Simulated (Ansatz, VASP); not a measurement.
This is a calculation of InAs for Ansatz 0.2.0.

The input input.yaml:

```yaml
crystal:
  lattice:
    - [0.0, 3.018, 3.018]
    - [3.018, 0.0, 3.018]
    - [3.018, 3.018, 0.0]
  atoms:
    - { symbol: In, position: [0.0, 0.0, 0.0] }
    - { symbol: As, position: [0.75, 0.75, 0.75] }
hamiltonian:
  xc: blyp
  pseudopotentials: { kind: paw }
  dispersion: d4
kpoints:
  mp_grid: { grid: [8, 8, 8] }
scf:
  occupations: { method: fermi_dirac, width: 0.05 }
output:
  forces: true
  stress: true
relax:
  f_tol: 0.01
  max_steps: 40
  cell: { stress_tol: 0.05 }
```

Potentials or basis: Ansatz PAW.

Run with:

```bash
$ ansatz run input.yaml --threads 2 --pin off --max-ram 5632MiB --backend cpu --events-out ev --progress --plain --runs-dir out
```

**Question.** Set up the same calculation for VASP 6.6.1. Potentials there: VASP PAW PBE potentials, release 64 (In_d, As).

**Answer.** As run (the cutoff follows the program's own potentials):

Contents of INCAR:

```
PREC = Accurate
ENCUT = 600
EDIFF = 1E-6
ISMEAR = -1
SIGMA = 0.05
LREAL = False
LASPH = True
NELM = 100
ALGO = Normal
ISIF = 3
LWAVE = False
LCHARG = False
GGA = B5
ALDAX = 1.0
AGGAX = 1.0
AGGAC = 1.0
ALDAC = 0.0
IVDW = 13
VDW_S6 = 1.0
VDW_S8 = 2.34076671
VDW_A1 = 0.44488865
VDW_A2 = 4.0933009
IBRION = 2
NSW = 40
EDIFFG = -0.02
```

The input KPOINTS:

```
regular mesh
0
Gamma
  8 8 8
```

File POSCAR:

```
InAs
1.0
    0.0000000000      3.0180000000      3.0180000000
    3.0180000000      0.0000000000      3.0180000000
    3.0180000000      3.0180000000      0.0000000000
In As
1 1
Direct
    0.0000000000      0.0000000000      0.0000000000
    0.7500000000      0.7500000000      0.7500000000
```

Potentials or basis: VASP PAW PBE potentials, release 64 (In_d, As).

Command:

```console
$ cat potpaw_PBE.64/In_d/POTCAR potpaw_PBE.64/As/POTCAR > POTCAR
$ mpirun -np 1 vasp_std > vasp.out
```

Both were run:

|  | VASP | Ansatz | Ansatz less VASP |
| --- | --- | --- | --- |
| relaxed volume (Å³/atom) | 29.16 | 29.07 | -0.092 |
| relaxed cell length with the largest relative difference (Å) | 4.353 | 4.348 | -0.0046 |
| energy change over the relaxation (meV/atom) | -17 | -15 | +2.0 |

The two sets of potentials don't hold the same shells in valence.

Caveats: the PAW data sets were made with another functional, which shifts forces and pressure a little (VASP); pairwise dispersion overbinds metals, which lowers pressure and volume (VASP); the plane-wave basis is chosen anew once the cell has moved, so the energies of steps on either side of that aren't comparable (Ansatz); the PAW data sets come from PBE, with cores solved anew for the run's functional, which leaves a small shift of forces and pressure (Ansatz). Zero-point motion and thermal expansion aren't in these numbers.
